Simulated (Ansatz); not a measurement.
Runs of Ansatz 0.2.0 on SnO2 (Cassiterite). It takes space group P4_2/mnm (No. 136, tetragonal). The conventional cell has a = 4.738 Å, b = 4.738 Å, c = 3.187 Å, α = 90.00°, β = 90.00°, γ = 90.00°. Sn (site symmetry mmm) is surrounded by 6 O at 2.05 to 2.06 Å. O (site symmetry m2m) is surrounded by 3 Sn at 2.05 to 2.06 Å. 

| task | level | cell | cutoff (eV) | points for each segment of the path | gap on the mesh (eV) | pressure (GPa) | relaxed volume (Å³/atom) | largest force (eV/Å) |
| --- | --- | --- | --- | --- | --- | --- | --- | --- |
| relaxation of cell and atoms | r2SCAN | relaxed | 500 | - | (a) | 0.0 | 12.09 | - |
| band structure | r2SCAN | as given | 500 | 14 | (c) | 3.3 | - | 0.24 |
| relaxation of cell and atoms | LDA | relaxed | 420 | - | 1.16 | 0.0 | 11.86 | - |
| band structure | LDA | as given | 420 | 14 | (b) | -0.7 | - | 0.15 |

Alike in all rows: potentials or basis Ansatz PAW; no spin polarisation; k mesh 6 × 6 × 8; smearing fermi-dirac 0.05 eV.

Estimate the missing entries.

(a) 1.77; (b) 1.13; (c) 1.96.

Caveats: spin-orbit coupling is left out, which moves the levels of the heavy elements; the PAW data sets come from PBE, with cores solved anew for the run's functional, which leaves a small shift of forces and pressure; the plane-wave basis is chosen anew once the cell has moved, so the energies of steps on either side of that aren't comparable (some runs).

A k mesh can miss the band edges, and the runs leave out spin-orbit coupling on Sn.

Runs at the PBE level aren't shown here.
